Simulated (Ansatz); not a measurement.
An input for Ansatz 0.2.0 (MnS):

The input input.yaml:

```yaml
crystal:
  lattice:
    - [0.0, 2.5331075979, 2.5331075979]
    - [2.5331075979, 0.0, 2.5331075979]
    - [2.5331075979, 2.5331075979, 0.0]
  atoms:
    - { symbol: Mn, position: [0.0, 0.0, 0.0], spin: 4.0 }
    - { symbol: S, position: [0.5, 0.5, 0.5] }
hamiltonian:
  xc:
    exchange: hjs_pbesol
    correlation: pbesol
    exx: { coeff: 0.25, omega: 0.207 }
  pseudopotentials: { kind: nc, accuracy: stringent, xc_functional: pbesol }
  hubbard: { sites: [{ species: Mn, l: d, u_eff: 5.0 }], double_counting: amf }
magnetization:
  spin_polarized: true
kpoints:
  mp_grid: { grid: [5, 5, 5] }
scf:
  occupations: { method: tetrahedron }
  mixing: { algorithm: broyden, beta: 0.7 }
output:
  forces: true
  stress: true
  bader: true
  populations: true
```

Potentials or basis: PseudoDojo PBEsol stringent.

Run with:

```console
$ ansatz run input.yaml --threads 1 --pin off --max-ram 2560MiB --backend cpu --events-out ev --progress --plain --runs-dir out
```

Problem. What does the program do with it?

Solution. The run stopped without a result. It printed:

Output:

```text
Error: 3 input errors — fix all and re-run
```
